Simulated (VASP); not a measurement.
# Pt in VASP: work function with PBE

Aim: the work function of Pt with PBE.

All numbers are computed with VASP 6.6.1; they aren't measurements. Logs are shortened: lines on timing, memory, paths and dates and some standing lists are left out, and cuts for length are marked.

## 1. The cell of the first run

The cell holds a slab with vacuum, 6 atoms: a = 2.769 Å, b = 2.769 Å, c = 24.789 Å, α = 90.00°, β = 90.00°, γ = 90.00°.

The slab is cut from a database's or a generator's crystal, which needn't be the stable form of the element.

## 2. Work function, PBE (the (1 0 0) slab of Pt, cut from the database cell, not relaxed)

Input file INCAR:

```
  PREC = Accurate
  ENCUT = 520
  EDIFF = 1E-6
  ISMEAR = 0
  SIGMA = 0.05
  LREAL = F
  LASPH = T
  NELM = 60
  ALGO = Normal
  ISIF = 2
  LWAVE = F
  LCHARG = T
  LDIPOL = T
  IDIPOL = 3
  DIPOL = 0.5 0.5 0.500
  GGA = PE
  LELF = T
  LVHAR = T
  LVACPOTAV = T
```

Input file KPOINTS:

```
regular mesh
0
Gamma
  10 10 1
```

Input file POSCAR:

```
Pt
1.0
    2.7688887338      0.0000000000      0.0000000000
    0.0000000000      2.7688887338      0.0000000000
    0.0000000000      0.0000000000     24.7895000000
Pt
6
Direct
    0.5000000000      0.5000000000      0.3025474495
    0.0000000000      0.0000000000      0.3815284697
    0.5000000000      0.5000000000      0.4605094899
    0.0000000000      0.0000000000      0.5394905101
    0.5000000000      0.5000000000      0.6184715303
    0.0000000000      0.0000000000      0.6974525505
```

Potentials or basis: VASP PAW PBE potentials, release 64 (Pt).

Run with:

```
$ cat potpaw_PBE.64/Pt/POTCAR > POTCAR
$ mpirun -np 1 vasp_std > vasp.out
```

OUTCAR:

```text
PREC = Accurate
   ENCUT = 520
   EDIFF = 1E-6
   ISMEAR = 0
   LREAL = F
   LASPH = T
   NELM = 60
   ISIF = 2
   GGA = PE

 ion  position               nearest neighbor table
   1  0.500  0.500  0.303-   2 2.77   2 2.77   2 2.77   2 2.77
   2  0.000  0.000  0.382-   3 2.77   3 2.77   3 2.77   3 2.77   1 2.77   1 2.77   1 2.77   1 2.77

   3  0.500  0.500  0.461-   2 2.77   2 2.77   2 2.77   2 2.77   4 2.77   4 2.77   4 2.77   4 2.77

   4  0.000  0.000  0.539-   5 2.77   5 2.77   5 2.77   5 2.77   3 2.77   3 2.77   3 2.77   3 2.77

   5  0.500  0.500  0.618-   4 2.77   4 2.77   4 2.77   4 2.77   6 2.77   6 2.77   6 2.77   6 2.77

   6  0.000  0.000  0.697-   5 2.77   5 2.77   5 2.77   5 2.77

  LATTYP: Found a simple tetragonal cell.
 ALAT       =     2.7688887338
 C/A-ratio  =     8.9528696828

  Lattice vectors:

 A1 = (   2.7688887338,   0.0000000000,   0.0000000000)
 A2 = (   0.0000000000,   2.7688887338,   0.0000000000)
 A3 = (   0.0000000000,   0.0000000000,  24.7895000000)

Analysis of symmetry for initial positions (statically):
=====================================================================
 Subroutine PRICEL returns:
 Original cell was already a primitive cell.

 Routine SETGRP: Setting up the symmetry group for a
 simple tetragonal supercell.

 Subroutine GETGRP returns: Found 16 space group operations
 (whereof  8 operations were pure point group operations)
 out of a pool of 16 trial point group operations.

The static configuration has the point symmetry C_4v.
 The point group associated with its full space group is D_4h.

Analysis of symmetry for dynamics (positions and initial velocities):
=====================================================================
 Subroutine PRICEL returns:
 Original cell was already a primitive cell.

 Routine SETGRP: Setting up the symmetry group for a
 simple tetragonal supercell.

 Subroutine GETGRP returns: Found 16 space group operations
 (whereof  8 operations were pure point group operations)
 out of a pool of 16 trial point group operations.

The dynamic configuration has the point symmetry C_4v.
 The point group associated with its full space group is D_4h.

 Subroutine INISYM returns: Found 16 space group operations
 (whereof  8 operations are pure point group operations),
 and found     1 'primitive' translations

----------------------------------------------------------------------------------------

                                     Primitive cell

  volume of cell :     190.0548

  direct lattice vectors                    reciprocal lattice vectors
     2.768888734  0.000000000  0.000000000     0.361155718  0.000000000  0.000000000
     0.000000000  2.768888734  0.000000000     0.000000000  0.361155718  0.000000000
     0.000000000  0.000000000 24.789500000     0.000000000  0.000000000  0.040339660

  length of vectors
     2.768888734  2.768888734 24.789500000     0.361155718  0.361155718  0.040339660

  position of ions in fractional coordinates (direct lattice)
     0.500000000  0.500000000  0.302547449
     0.000000000  0.000000000  0.381528470
     0.500000000  0.500000000  0.460509490
     0.000000000  0.000000000  0.539490510
     0.500000000  0.500000000  0.618471530
     0.000000000  0.000000000  0.697452551

  ion indices of the primitive-cell ions
   primitive index   ion index
                 1           1
                 2           2
                 3           3
                 4           4
                 5           5
                 6           6

----------------------------------------------------------------------------------------

 KPOINTS: regular mesh

Automatic generation of k-mesh.
 Grid dimensions read from file:
 generate k-points for:   10   10    1

 Generating k-lattice:

  Cartesian coordinates                     Fractional coordinates (reciprocal lattice)
     0.036115572  0.000000000  0.000000000     0.100000000  0.000000000  0.000000000
     0.000000000  0.036115572  0.000000000     0.000000000  0.100000000  0.000000000
     0.000000000  0.000000000  0.040339660     0.000000000  0.000000000  1.000000000

  Length of vectors
     0.036115572  0.036115572  0.040339660

  Shift w.r.t. Gamma in fractional coordinates (k-lattice)
     0.000000000  0.000000000  0.000000000

 Subroutine IBZKPT returns following result:
 ===========================================

 Found     21 irreducible k-points:

 Following reciprocal coordinates:
            Coordinates               Weight
  0.000000  0.000000  0.000000      1.000000
  0.100000  0.000000  0.000000      4.000000
  0.200000  0.000000  0.000000      4.000000
  0.300000  0.000000  0.000000      4.000000
  0.400000  0.000000  0.000000      4.000000
  0.500000  0.000000  0.000000      2.000000
[... 13 lines left out ...]
  0.500000  0.400000  0.000000      4.000000
  0.500000  0.500000  0.000000      1.000000
   k-points           NKPTS =     21   k-points in BZ     NKDIM =     21   number of bands    NBANDS=     36
   number of dos      NEDOS =    301   number of ions     NIONS =      6
   total plane-waves  NPLWV = 110592
   dimension x,y,z NGX =    24 NGY =   24 NGZ =  192
   dimension x,y,z NGXF=    48 NGYF=   48 NGZF=  384
   ions per type =               6
   NGX,Y,Z   is equivalent  to a cutoff of  14.41, 14.41, 12.88 a.u.
   NGXF,Y,Z  is equivalent  to a cutoff of  28.82, 28.82, 25.75 a.u.
 SYSTEM =  unknown system
   PREC   = accura    normal or accurate (medium, high low for compatibility)
   ISTART =      0    job   : 0-new  1-cont  2-samecut
   ICHARG =      2    charge: 1-file 2-atom 10-const
   ISPIN  =      1    spin polarized calculation?
   LNONCOLLINEAR =      F non collinear calculations
   LSORBIT =      F    spin-orbit coupling
   LASPH  =      T    aspherical Exc in radial PAW
   ENCUT  =  520.0 eV  38.22 Ry    6.18 a.u.   5.15  5.15 46.09*2*pi/ulx,y,z
   NELM   =     60;   NELMIN=  2; NELMDL= -5     # of ELM steps
   EDIFF  = 0.1E-05   stopping-criterion for ELM
   LREAL  =      F    real-space projection
   EDIFFG = 0.1E-04   stopping-criterion for IOM
   NSW    =      0    number of steps for IOM
   IBRION =     -1    ionic relax: 0-MD 1-quasi-New 2-CG
   NFREE  =      0    steps in history (QN), initial steepest desc. (CG)
   ISIF   =      2    stress and relaxation
   ISYM   =      2    0-nonsym 1-usesym 2-fastsym
   POTIM  = 0.5000    time-step for ionic-motion
   TEBEG  =    0.0;   TEEND  =   0.0 temperature during run
   PSTRESS=    0.0 pullay stress
   NELECT =      60.0000    total number of electrons
   NUPDOWN=      -1.0000    fix difference up-down
   EMIN   =  10.00;   EMAX   =-10.00  energy-range for DOS
   EFERMI =   0.00;   METHOD = LEGACY
   ISMEAR =     0;   SIGMA  =   0.05  broadening in eV -4-tet -1-fermi 0-gaus
   EFERMI_NEDOS =   21; number of points for ismear=-14 and -15
   IALGO  =     38    algorithm
   IMIX   =      4    mixing-type and parameters
     AMIX     =   0.40;   BMIX     =  1.00
     AMIX_MAG =   1.60;   BMIX_MAG =  1.00
  volume/ion in A,a.u.               =      31.68       213.76
  Fermi-wavevector in a.u.,A,eV,Ry     =   1.114720  2.106515 16.906598  1.242600
  Thomas-Fermi vector in A             =   2.251317
   LORBIT       =      0    0 simple, 1 ext, 2 COOP (PROOUT), +10 PAW based schemes
   GGA     = PE    functional components
   LHFCALC =     F    Hartree Fock is set to
   AEXX    =    0.0000 exact exchange contribution
   IVDW    =     0    specifies the selected vdW correction
   LEPSILON=     F    determine dielectric tensor
   LRPA    =     F    only Hartree local field effects (RPA)
 non-spin polarized calculation
 Gauss-broadening in eV      SIGMA  =   0.05
  energy-cutoff  :      520.00
  volume of cell :      190.05
 maximum number of plane-waves:      5152
 NGX is ok and might be reduce to    24
   NGX = 11   NGY = 11   NGZ = 93

 dipolmoment           0.000000      0.000000      0.000000 electrons x Angstroem

 number of electron      59.9999996 magnetization

 dipolmoment           0.000000      0.000000     -0.000000 electrons x Angstroem

 Free energy of the ion-electron system (eV)
  ---------------------------------------------------
  ext. energy  EPLUGINS =         0.00000000
  ---------------------------------------------------
  free energy    TOTEN  =       -34.78498877 eV

  energy without entropy =      -34.76713244  energy(sigma->0) =      -34.77606061

 E-fermi :   2.3706     XC(G=0):  -7.1868

 val. band max:        2.3672798562   @ k =   0.5000   0.0000   0.0000
 cond. band min:       2.3711488482   @ k =   0.5000   0.1000   0.0000
 fundamental gap:      0.0038689920
 Fermi energy:         2.3705536169

 k-point     1 :       0.0000    0.0000    0.0000
  band No.  band energies     occupation
      1      -7.5486      2.00000
      2      -6.5466      2.00000
      3      -5.2605      2.00000
      4      -4.6614      2.00000
      5      -4.1480      2.00000
      6      -4.0096      2.00000
[... 28 lines left out ...]
     35       2.7314      0.00000
     36       3.2899      0.00000

 k-point     2 :       0.1000    0.0000    0.0000
  band No.  band energies     occupation
      1      -7.2896      2.00000
      2      -6.3149      2.00000
      3      -5.0627      2.00000
      4      -4.4747      2.00000
      5      -3.9721      2.00000
      6      -3.8278      2.00000
[... 28 lines left out ...]
     35       2.7500      0.00000
     36       4.2032      0.00000

 k-point     3 :       0.2000    0.0000    0.0000
  band No.  band energies     occupation
      1      -6.5705      2.00000
      2      -5.7272      2.00000
      3      -4.6871      2.00000
      4      -4.1314      2.00000
      5      -3.5619      2.00000
      6      -3.5413      2.00000
[... 28 lines left out ...]
     35       3.6207      0.00000
     36       5.5523      0.00000
[... 625 lines left out ...]
 k-point    20 :       0.5000    0.4000    0.0000
  band No.  band energies     occupation
      1      -4.3556      2.00000
      2      -4.3556      2.00000
      3      -3.9789      2.00000
      4      -3.9789      2.00000
      5      -3.6367      2.00000
      6      -3.6367      2.00000
[... 28 lines left out ...]
     35       8.1448      0.00000
     36       8.1448      0.00000

 k-point    21 :       0.5000    0.5000    0.0000
  band No.  band energies     occupation
      1      -4.4989      2.00000
      2      -4.4989      2.00000
      3      -4.0651      2.00000
      4      -4.0651      2.00000
      5      -3.8186      2.00000
      6      -3.8186      2.00000
[... 28 lines left out ...]
     35       9.2252      0.00000
     36       9.2252      0.00000

------------------------ aborting loop because EDIFF is reached ----------------------------------------

  FORCE on cell =-STRESS in cart. coord.  units (eV):
  Direction    XX          YY          ZZ          XY          YZ          ZX
  --------------------------------------------------------------------------------------
  -------------------------------------------------------------------------------------
  Total        1.0541039      1.0541039      3.3469232      0.0000000      0.0000000      0.0000000
  in kB        8.8861821      8.8861821     28.2148373      0.0000000      0.0000000      0.0000000
  external PRESSURE =      15.3290671 kB  Pullay stress =       0.0000000 kB

 VOLUME and BASIS-vectors are now :
 -----------------------------------------------------------------------------
  energy-cutoff  :      520.00
  volume of cell :      190.05
      direct lattice vectors                 reciprocal lattice vectors
     2.768888734  0.000000000  0.000000000     0.361155718  0.000000000  0.000000000
     0.000000000  2.768888734  0.000000000     0.000000000  0.361155718  0.000000000
     0.000000000  0.000000000 24.789500000     0.000000000  0.000000000  0.040339660

 POSITION                                       TOTAL-FORCE (eV/Angst)
 -----------------------------------------------------------------------------------
      1.38444      1.38444      7.50000         0.000000     -0.000000     -0.161844
      0.00000      0.00000      9.45790        -0.000000     -0.000000     -0.302748
      1.38444      1.38444     11.41580         0.000000     -0.000000     -0.031004
      0.00000      0.00000     13.37370         0.000000     -0.000000      0.031004
      1.38444      1.38444     15.33160        -0.000000     -0.000000      0.302748
      0.00000      0.00000     17.28950        -0.000000      0.000000      0.161844
 -----------------------------------------------------------------------------------
    total drift:                               -0.000000      0.000000     -0.000000

  FREE ENERGIE OF THE ION-ELECTRON SYSTEM (eV)
  ---------------------------------------------------
  free  energy   TOTEN  =       -34.7849887728 eV

  energy  without entropy=      -34.7671324381  energy(sigma->0) =      -34.77606061

 vacuum level on the upper side and lower side of the slab         8.011         8.011
```

Run time: 4.1 min. Hardware: 1 thread of Intel Xeon Platinum 8559C (Emerald Rapids), shared host; peak memory 0.35 GiB.

What came out:

* Free energy: -34.7850 eV
* Largest force: 0.303 eV/Å
* Band gap on the k mesh: none (metal or under the smearing width)
* Work function of the upper face: 5.64 eV
* Work function of the lower face: 5.64 eV

Forces in eV/Å, atoms in the order of the input:
```
Pt   0.000  0.000 -0.162
Pt   0.000  0.000 -0.303
Pt   0.000  0.000 -0.031
Pt   0.000  0.000  0.031
Pt   0.000  0.000  0.303
Pt   0.000  0.000  0.162
```

Levels at points of the mesh, in eV from the Fermi level:
```
           k point  band 27  band 28  band 29  band 30  band 31  band 32  band 33  band 34
(0.00, 0.00, 0.00)    -1.09    -0.79    -0.35    -0.17    -0.17     0.06     0.12     0.36
(0.50, 0.00, 0.00)    -0.40    -0.40     0.00     0.00     0.72     0.72     1.68     1.68
(0.50, 0.50, 0.00)     0.51     0.51     1.10     1.10     2.78     2.78     4.76     4.76
```

The run has no spin-orbit coupling, so splittings on Pt are missing.
